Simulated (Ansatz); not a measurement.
# WC (P1) in Ansatz: a series of runs

Runs on WC. Level: HSE06 form with a typed share of exact exchange. Tasks: single point.

Program: Ansatz 0.2.0. These are calculated values, not measurements. Logs are shortened: lines on timing, memory, paths and dates and some standing lists are left out, and cuts for length are marked.

## (1) The cell of the first run

The typed cell holds 2 atoms: a = 2.901 Å, b = 2.901 Å, c = 2.829 Å, α = 90.00°, β = 90.00°, γ = 120.00°.

## (2) Single point, HSE06 form with a typed share of exact exchange (atom 2 moved 0.15 Å)

input reads:

```
crystal:
  lattice:
    - [2.90050144, 0.0, 0.0]
    - [-1.45025072, 2.51190793, 0.0]
    - [0.0, 0.0, 2.829]
  atoms:
    - { symbol: W, position: [0.01393907, 0.00939972, 0.97668799] }
    - { symbol: C, position: [0.65272759, 0.32393361, 0.52331201] }
hamiltonian:
  xc: { exchange: pbe, correlation: pbe, exx: { coeff: 0.05, omega: 0.2 } }
  pseudopotentials: { kind: paw }
kpoints:
  mp_grid: { grid: [6, 6, 5] }
scf:
  occupations: { method: fermi_dirac, width: 0.05 }
output:
  forces: true
  stress: true
  eigenvalues: true
```

Potentials or basis: Ansatz PAW.

What it wrote:

```text
Warning: output.stress: scf.convergence.dr2_threshold = 1e-7 eV (the SCF's general default) is looser than the 2e-10 eV advised for a printed stress (1e-10 eV for each atom of the cell: 2). What an SCF threshold leaves in a stress goes as its square root, and in the free energy as the threshold itself, and one threshold admits the most on a small cell: of the crystals measured, under no hybrid functional and no lock of the moments, on runs that ended without the residual-converged pass, on stresses that held no estimate of that error, the worst erred by over 100 MPa in a component at 1e-7 eV an atom and by under 5 at 1e-10. Set scf.convergence.dr2_threshold to 2e-10 eV or tighter. The threshold is an SCF's pass mark: one that does not reach it within its budget of iterations ends unconverged, or closes short of it on a stop that the run arms, and scf.convergence.dr2_threshold's page says what that costs each kind of run
Warning: output.stress: scf.exx.energy_threshold = 1e-6 eV is looser than the 2e-8 eV advised for a stress under a hybrid functional (1e-8 eV for each atom of the cell: 2). Every SCF of the exchange loop can meet its threshold on dr2 while the loop round them stops early: no threshold on dr2 bounds what that leaves in the stress. Set scf.exx.energy_threshold to 2e-8 eV or tighter. The threshold is the loop's pass mark: a loop that does not reach it within its budget of cycles ends unconverged, and scf.exx.energy_threshold's page has the law
GPUs: using 1 of 1 available (devices: 1).
Engine: ansatz 0.2.0, x86_64-unknown-linux-gnu
Pseudopotentials: kind: paw
Pseudopotential: W, paw, valence charge 14, recommended cutoff 420 eV (normal), W.paw.azcp
Pseudopotential: C, paw, valence charge 4, recommended cutoff 420 eV (normal), C.paw.azcp
Functional definition: unnamed
  parameter a_1 = 0.05
  parameter omega_1 = 0.2/angstrom
  exchange = pbe_x + (-a_1)*pbe_x_sr(omega_1) + a_1*exact_x_sr(omega_1)
  correlation = pbe_c
device memory: the entry about to start is reckoned to put 0.7 GiB on a device that reports 70.5 GiB free (of which the cap on the GPU budget leaves the run 18.0 GiB)
GPU FFT provider: cuFFT
GPU libraries: cuBLAS 13.8.2, cuFFT 12.4.0, cuSOLVER 12.3.4
Crystal: 2 atoms, lattice volume = 20.612 Å³
Basis set: ecut = 420 eV, 405 PW (Γ), exchange–correlation on 40×40×40 points (8 copies of the dense FFT grid, shifted against one another)
Bands: 13, of which v1, the nominal top of the filled ones, is band 9 counted from 1 (8 counted from 0)
Symmetry: 1 space group operations
Space group: P1 (ITA 1), of the structure as read, at distance tolerance 2.7e-5 Å
k-points: 92 of 180 (time reversal used)
Non-local potential: W, projectors of the file, l = 0: 3, l = 1: 2, l = 2: 2, l = 3: 1
Non-local potential: C, projectors of the file, l = 0: 2, l = 1: 2, l = 2: 1
PAW form: soft (Blöchl's): semilocal exchange-correlation on the pseudo side does not see the compensation charge
PAW frozen core: W, regenerated for the run's functional, and the local potential with it (the file was generated under x = pbe(κ = 0.804, μ = 0.2195149727645171), c = pbe(β = 0.06672455060314922))
PAW frozen core: C, regenerated for the run's functional, and the local potential with it (the file was generated under x = pbe(κ = 0.804, μ = 0.2195149727645171), c = pbe(β = 0.06672455060314922))
PAW one-centre angular grid: W, 590 points (default); XC on 64 Gauss nodes
PAW one-centre angular grid: C, 110 points (default); XC on 64 Gauss nodes
Initial density: superposition of atomic densities (neutral atoms: chi_scale 0, normalization atom), corrected by the library's trained network
Initial wavefunctions: pseudopotential atomic-orbital guess
GPU buffer pool allocated for 8000 grid points (all kernels)
GPU transforms: local potential and band sums: pruned to the plane-wave sphere, on 20×20×20
Functional: x = pbe(κ = 0.804, μ = 0.2195149727645171), c = pbe(β = 0.06672455060314922), warm-up for x = pbe(κ = 0.804, μ = 0.2195149727645171) + 0.05 (exact − pbe) at short range (hse, ω = 0.2 Å⁻¹), c = pbe(β = 0.06672455060314922)
SCF iter   1: F=—  HF=-10635.868396 eV  |F-HF|=—  |Δ(HF+E_count)|=         —  Δρ=6.89e-3  dr2=2.01e-3  ethr=1.77e-3  ⟨swp⟩=4.9  Hψ=4675  notcnv=0
preconditioner: auto → none  [metal: Δε(μ)=0.006 eV  Ē_g=10.209 eV  σ=0.050 eV  W_gap=0.03  n_scr=8 (ndim 8)  ℏωp=25.9 eV  f_vac=0.000  D(μ)=0.69/eV (n_scr^D=2)  sad-step TF]
SCF iter   2: F=—  HF=-10635.870525 eV  |F-HF|=—  |Δ(HF+E_count)|=   2.13e-3  Δρ=3.95e-3  dr2=6.92e-4  ethr=1.12e-5  ⟨swp⟩=2.8  Hψ=2308  notcnv=0
iter 3 solved again at ethr=1.73e-8 eV; its pass at ethr=3.84e-6 eV (dr2=3.12e-6 eV) is discarded
SCF iter   3: F=—  HF=-10635.871494 eV  |F-HF|=—  |Δ(HF+E_count)|=   9.69e-4  Δρ=1.65e-4  dr2=3.12e-6  ethr=1.73e-8  ⟨swp⟩=3.0  Hψ=4960  notcnv=0
SCF iter   4: F=—  HF=-10635.871495 eV  |F-HF|=—  |Δ(HF+E_count)|=   1.56e-6  Δρ=4.53e-5  dr2=5.12e-7  ethr=1.73e-8  ⟨swp⟩=3.0  Hψ=2498  notcnv=0
SCF iter   5: F=—  HF=-10635.871495 eV  |F-HF|=—  |Δ(HF+E_count)|=   1.78e-7  Δρ=6.39e-6  dr2=2.82e-9  ethr=2.84e-9  ⟨swp⟩=3.0  Hψ=2513  notcnv=0
SCF iter   6: F=-10635.871495 eV  HF=-10635.871495 eV  |F-HF|=2.31e-10  |Δ(HF+E_count)|=   3.52e-9  Δρ=1.57e-6  dr2=1.28e-10  ethr=1.57e-11  ⟨swp⟩=3.0  Hψ=2760  notcnv=0
SCF 1 converged in 6 iterations: F = -10635.871495 eV  dr2 = 1.28e-10
device memory: the entry about to start is reckoned to put 1.3 GiB on a device that reports 64.5 GiB free (of which the cap on the GPU budget leaves the run 18.0 GiB)
GPU FFT provider: cuFFT
GPU libraries: cuBLAS 13.8.2, cuFFT 12.4.0, cuSOLVER 12.3.4
Initial density: handed on by an earlier stage of this run
Initial wavefunctions: those handed on with the density
GPU buffer pool allocated for 8000 grid points (all kernels)
GPU transforms: local potential and band sums: pruned to the plane-wave sphere, on 20×20×20
Functional: x = pbe(κ = 0.804, μ = 0.2195149727645171) + 0.05 (exact − pbe) at short range (hse, ω = 0.2 Å⁻¹), c = pbe(β = 0.06672455060314922)
Exchange kernel: α = 0.0500, screened, ω = 0.2000 Å⁻¹, Wigner–Seitz truncation, v(0) = 1109.7319 eV·Å³, q-mesh 6×6×5, nearest image of the exchange supercell L = 14.15 Å, pair-density grid 15×15×15, without the augmentation charges, whose exchange is taken in its separable form by FFT convolution over the k-point mesh (sized by the pseudopotential files, 18×18×20 at the most), smooth part of the exact exchange by density-matrix convolution in up to 1.50 GiB of GPU memory as planned if the GPU has room (build and FFT work areas not counted)
Frozen-core exchange: fock
iter 1 solved again at ethr=4.90e-6 eV; its pass at ethr=1.00e-1 eV (dr2=8.83e-4 eV) is discarded
SCF iter   1: F=—  HF=-10636.067457 eV  |F-HF|=—  |Δ(HF+E_count)|=         —  Δρ=2.29e-3  dr2=1.18e-3  ethr=4.90e-6  ⟨swp⟩=4.1  Hψ=5540  notcnv=0
preconditioner: auto → none  [metal: Δε(μ)=0.105 eV  Ē_g=10.528 eV  σ=0.050 eV  W_gap=0.44  n_scr=8 (ndim 8)  ℏωp=25.9 eV  f_vac=0.000  D(μ)=0.61/eV (n_scr^D=2)]
SCF iter   2: F=—  HF=-10636.067083 eV  |F-HF|=—  |Δ(HF+E_count)|=   3.74e-4  Δρ=1.17e-3  dr2=3.54e-4  ethr=4.90e-6  ⟨swp⟩=3.0  Hψ=2631  notcnv=0
SCF iter   3: F=—  HF=-10636.067031 eV  |F-HF|=—  |Δ(HF+E_count)|=   5.13e-5  Δρ=4.81e-4  dr2=6.13e-5  ethr=1.37e-6  ⟨swp⟩=3.0  Hψ=2440  notcnv=0
SCF iter   4: F=—  HF=-10636.067174 eV  |F-HF|=—  |Δ(HF+E_count)|=   1.43e-4  Δρ=3.15e-4  dr2=2.07e-5  ethr=2.99e-7  ⟨swp⟩=2.2  Hψ=2052  notcnv=0
SCF iter   5: F=—  HF=-10636.067170 eV  |F-HF|=—  |Δ(HF+E_count)|=   4.36e-6  Δρ=1.28e-4  dr2=2.56e-6  ethr=1.14e-7  ⟨swp⟩=2.0  Hψ=2036  notcnv=0
SCF iter   6: F=—  HF=-10636.067170 eV  |F-HF|=—  |Δ(HF+E_count)|=   4.34e-7  Δρ=2.11e-5  dr2=1.03e-7  ethr=1.34e-8  ⟨swp⟩=3.0  Hψ=2827  notcnv=0
SCF iter   7: F=-10636.067170 eV  HF=-10636.067170 eV  |F-HF|=1.22e-10  |Δ(HF+E_count)|=   1.00e-8  Δρ=2.15e-6  dr2=3.74e-8  ethr=3.65e-10  ⟨swp⟩=3.1  Hψ=2308  notcnv=0  defer=1
SCF 2 converged in 7 iterations: F = -10636.067170 eV  dr2 = 3.74e-8
  Residual-converged pass: ⟨swp⟩=3.0  Hψ=2283  notcnv=0  max |occ|·‖R‖ = 6.7e-6 eV (tolerance 6.7e-6 eV)  dr2=3.74e-8  dr2_onsite=4.43e-11  max |Δocc| = 2.0e-10
hybrid outer 1: dexx = +8.055e-5 eV, tail = 8.96e-8 eV
GPU FFT provider: cuFFT
GPU libraries: cuBLAS 13.8.2, cuFFT 12.4.0, cuSOLVER 12.3.4
GPU buffer pool allocated for 8000 grid points (all kernels)
GPU transforms: local potential and band sums: pruned to the plane-wave sphere, on 20×20×20
Exchange kernel: α = 0.0500, screened, ω = 0.2000 Å⁻¹, Wigner–Seitz truncation, v(0) = 1109.7319 eV·Å³, q-mesh 6×6×5, nearest image of the exchange supercell L = 14.15 Å, pair-density grid 15×15×15, without the augmentation charges, whose exchange is taken in its separable form by FFT convolution over the k-point mesh (sized by the pseudopotential files, 18×18×20 at the most), smooth part of the exact exchange by density-matrix convolution in up to 1.50 GiB of GPU memory as planned if the GPU has room (build and FFT work areas not counted)
Frozen-core exchange: fock
SCF iter   1: F=—  HF=-10636.067170 eV  |F-HF|=—  |Δ(HF+E_count)|=         —  Δρ=1.39e-5  dr2=4.51e-8  ethr=2.49e-9  ⟨swp⟩=3.9  Hψ=2847  notcnv=0
preconditioner: auto → none  [metal: Δε(μ)=0.103 eV  Ē_g=10.517 eV  σ=0.050 eV  W_gap=0.44  n_scr=8 (ndim 8)  ℏωp=25.9 eV  f_vac=0.000  D(μ)=0.61/eV (n_scr^D=2)]
SCF iter   2: F=—  HF=-10636.067170 eV  |F-HF|=—  |Δ(HF+E_count)|=   1.16e-8  Δρ=2.24e-6  dr2=6.03e-10  ethr=2.50e-10  ⟨swp⟩=3.0  Hψ=2279  notcnv=0
SCF iter   3: F=-10636.067170 eV  HF=-10636.067170 eV  |F-HF|=1.46e-11  |Δ(HF+E_count)|=  4.73e-11  Δρ=3.41e-7  dr2=2.17e-10  ethr=2.33e-12  ⟨swp⟩=3.0  Hψ=2271  notcnv=0
SCF 3 converged in 3 iterations: F = -10636.067170 eV  dr2 = 2.17e-10
  Residual-converged pass: ⟨swp⟩=3.0  Hψ=2482  notcnv=0  max |occ|·‖R‖ = 3.6e-7 eV (tolerance 3.6e-7 eV)  dr2=2.18e-10  dr2_onsite=7.51e-13  max |Δocc| = 3.4e-13
hybrid outer 2: dexx = +1.979e-9 eV, tail = 4.36e-10 eV, Δε = 4.08e-4 eV (about 3.42e-5 eV left of the loop's levels), ΔF = 3.21e-4 eV/Å (tail 1.27e-4)
hybrid SCF converged: 2 outer / 10 inner (+6 warm-up), last move |dexx| = 1.98e-9 eV, tail = 4.36e-10 eV
Stability not checked: this state was not tested for a lower state beside it, because the functional holds exact exchange (a hybrid, or Hartree-Fock), whose exchange loop this test does not read (fock_operator; see scf.lower_state_search)
Free energy (F): -10636.067170 eV
Frozen-core exchange: fock
Harris-Foulkes:  -10636.067170 eV  (|F-HF|=1.46e-11)
Internal energy: -10636.062425 eV  (E = F + TS)
E sigma→0 (E₀):  -10636.064798 eV
Entropy (-TS):   -0.004745 eV (-2.373 meV/atom)
Fermi energy:    20.973544 eV
--- Per-component energies (eV) ---
  E_band       = -62.615781
  E_kinetic    = 543.108172
  E_local      = -663.969941  (includes V_loc(G=0)·N_el)
  E_nonlocal   = 25.892367
  E_hartree    = 235.600253
  E_xc         = -304.036657
  E_vxc        = -288.542483  (∫ρ·V_xc dr)
  E_exx        = -10.002690  (= α·E_x^exact, valence–valence)
  E_paw        = -8664.199853  (= ΣΔE_a)
  E_vpaw       = -130.299029  (= ΣTr[D̂ρ^β])
  E_aug_tail   = -0.000046  (compensation charges beyond the density's cutoff)
  E_ewald      = -1797.859014
  E_core_change = -0.595018  (= ΣΔE_core)
  E_smearing   = -0.004745  (= −TS)
  E_closure    = 0.000000  (closes the sum)
  Σ components = -10636.067170   (vs F -10636.067170, Δ=1.82e-12)
--- Forces (eV/Å), atoms counted from 1 ---
  atom   1  W     -1.03879633    -0.83072076     1.89929290
  atom   2  C      1.03879434     0.83071725    -1.89930516
  max |Σ_I F_I| component: 1.23e-5 eV/Å
--- Stress (GPa, compression-positive) ---
       13.818529       2.603164      -3.311477
        2.603164       8.534553      -2.550899
       -3.311477      -2.550899      11.913415
  P = ⅓ Tr σ = 11.4222 GPa (114.222 kbar)
--- Band table (eV; the first three rows and the last of 92) ---
  k-point 0: bands = ["-53.9647", "-17.7104", "-17.5989", "-17.5922", "5.8465", "15.9851", "17.0297", "17.2362", "21.0974", "23.8870", "24.1349", "26.2579", "27.1036"]
  k-point 1: bands = ["-53.9495", "-17.9927", "-17.5735", "-17.5686", "6.7965", "15.3139", "17.5068", "17.5444", "21.3556", "21.8082", "22.2944", "26.9975", "27.2735"]
  k-point 2: bands = ["-53.9249", "-18.4269", "-17.5315", "-17.5298", "9.0569", "12.7644", "17.9374", "18.5230", "20.2957", "20.5278", "23.9894", "25.2649", "26.5304"]
  k-point 91: bands = ["-53.8629", "-18.3564", "-18.2497", "-17.7208", "9.1794", "13.6604", "16.2751", "16.6355", "20.8889", "25.1584", "25.3721", "27.4820", "29.7591"]
```

It took 3.1 min on 1 × NVIDIA H100 80GB HBM3 with 2 threads of AMD EPYC 7R13 (Zen 3), shared host; peak memory 1.9 GiB.

Results:

```yaml
Free_energy: -10636.0672 eV
Pressure: 11.4 GPa
Largest_force: 2.319 eV/Å
Band_gap_on_the_k_mesh: none (metal or under the smearing width)
```

Forces in eV/Å, atoms in the order of the input:
```
W   -1.039 -0.831  1.899
C    1.039  0.831 -1.899
```

Caveat: the k mesh is coarse (spacing up to 0.44 Å⁻¹), so the values aren't converged, least of all with exact exchange; the pressure holds a Pulay correction of +0.3 GPa for the finite cutoff; the PAW data sets come from PBE, with cores solved anew for the run's functional, which leaves a small shift of forces and pressure; forces of over 1 eV/Å show positions far from the minimum, so gaps and moduli don't describe the material at rest; the thresholds are loose for stress. Spin-orbit coupling is left out, which matters for the levels of W.

## (3) Single point, HSE06 form with a typed share of exact exchange (atom 2 moved 0.15 Å)

input, as its differences from that of step 2:

```diff
@@ -9,3 +9,3 @@
 hamiltonian:
-  xc: { exchange: pbe, correlation: pbe, exx: { coeff: 0.05, omega: 0.2 } }
+  xc: { exchange: pbe, correlation: pbe, exx: { coeff: 0.1, omega: 0.2 } }
   pseudopotentials: { kind: paw }
```

Potentials or basis: Ansatz PAW.

Wall time 100 s (1 × NVIDIA H100 80GB HBM3 with 2 threads of AMD EPYC 7R13 (Zen 3), shared host); peak memory 1.9 GiB.

Results (log left out):

* Free energy: -10636.2657 eV
* Pressure: 9.7 GPa
* Largest force: 2.340 eV/Å
* Band gap on the k mesh: none (metal or under the smearing width)

Forces on the atoms (eV/Å):
```
W   -1.053 -0.860  1.904
C    1.053  0.860 -1.904
```

Stress tensor (GPa, compression positive):
```
11.59  2.43 -3.36
 2.43  7.02 -2.63
-3.36 -2.63 10.37
```

Levels at points of the mesh, in eV from the Fermi level:
```csv
k point,band 5,band 6,band 7,band 8,band 9,band 10,band 11,band 12,band 13
"(0.00, 0.00, 0.00)",-15.51,-5.14,-4.07,-3.86,0.11,3.03,3.29,5.44,6.31
"(0.00, -0.50, 0.00)",-12.20,-7.59,-4.41,-3.64,-1.08,2.52,4.67,5.01,6.18
"(-0.50, 0.00, 0.00)",-11.85,-7.97,-4.48,-3.90,-0.98,2.62,4.50,4.81,6.84
"(-0.50, -0.50, 0.00)",-12.12,-7.67,-4.44,-3.74,-1.00,2.54,4.62,4.98,6.36
```

Caveat: the k mesh is coarse (spacing up to 0.44 Å⁻¹), so the values aren't converged, least of all with exact exchange; the PAW data sets come from PBE, with cores solved anew for the run's functional, which leaves a small shift of forces and pressure; forces of over 1 eV/Å show positions far from the minimum, so gaps and moduli don't describe the material at rest; the thresholds are loose for stress.

## (4) Single point, HSE06 form with a typed share of exact exchange (atom 2 moved 0.15 Å)

input, as its differences from that of step 3:

```diff
@@ -9,3 +9,3 @@
 hamiltonian:
-  xc: { exchange: pbe, correlation: pbe, exx: { coeff: 0.1, omega: 0.2 } }
+  xc: { exchange: pbe, correlation: pbe, exx: { coeff: 0.15, omega: 0.2 } }
   pseudopotentials: { kind: paw }
```

Run time: 69 s. Hardware: 1 × NVIDIA H100 80GB HBM3 with 2 threads of AMD EPYC 7R13 (Zen 3), shared host; peak memory 1.9 GiB.

Results (log left out):

| Quantity | Value |
| --- | --- |
| Free energy | -10636.4696 eV |
| Pressure | 7.9 GPa |
| Largest force | 2.355 eV/Å |
| Band gap on the k mesh | none (metal or under the smearing width) |

Forces in eV/Å, atoms in the order of the input:
```
W   -1.064 -0.886  1.905
C    1.064  0.886 -1.905
```

Stress tensor (GPa, compression positive):
```
 9.42  2.33 -3.39
 2.33  5.44 -2.70
-3.39 -2.70  8.71
```

Levels at points of the mesh, in eV from the Fermi level:
| k point | band 6 | band 7 | band 8 | band 9 | band 10 | band 11 | band 12 | band 13 |
| --- | --- | --- | --- | --- | --- | --- | --- | --- |
| (0.00, 0.00, 0.00) | -5.29 | -4.21 | -4.00 | 0.08 | 3.13 | 3.41 | 5.59 | 6.48 |
| (0.00, -0.50, 0.00) | -7.81 | -4.56 | -3.76 | -1.15 | 2.62 | 4.80 | 5.15 | 6.35 |
| (-0.50, 0.00, 0.00) | -8.21 | -4.62 | -4.02 | -1.05 | 2.73 | 4.63 | 4.95 | 7.00 |
| (-0.50, -0.50, 0.00) | -7.90 | -4.58 | -3.86 | -1.07 | 2.64 | 4.75 | 5.12 | 6.52 |

Caveat: the k mesh is coarse (spacing up to 0.44 Å⁻¹), so the values aren't converged, least of all with exact exchange; the PAW data sets come from PBE, with cores solved anew for the run's functional, which leaves a small shift of forces and pressure; forces of over 1 eV/Å show positions far from the minimum, so gaps and moduli don't describe the material at rest; the thresholds are loose for stress. The run has no spin-orbit coupling, so splittings on W are missing.

## (5) Overview

```tsv
share of exact exchange	gap on the mesh (eV)	pressure (GPa)	largest force (eV/Å)
0.05	none	11.4	2.32
0.1	none	9.7	2.34
0.15	none	7.9	2.35
```

Alike in all rows: task single point; level HSE06 form with a typed share of exact exchange; potentials or basis Ansatz PAW; no spin polarisation; cell atom 2 moved 0.15 Å; k mesh 6 × 6 × 5; cutoff (eV) 420; smearing fermi-dirac 0.05 eV; the mesh is coarse, so values aren't converged.

Caveats: all runs use coarse meshes; the PAW data sets come from PBE, with cores solved anew for the run's functional, which leaves a small shift of forces and pressure; forces of over 1 eV/Å show positions far from the minimum, so gaps and moduli don't describe the material at rest; the thresholds are loose for stress.

Absolute energies hang on the potentials; compare differences alone.
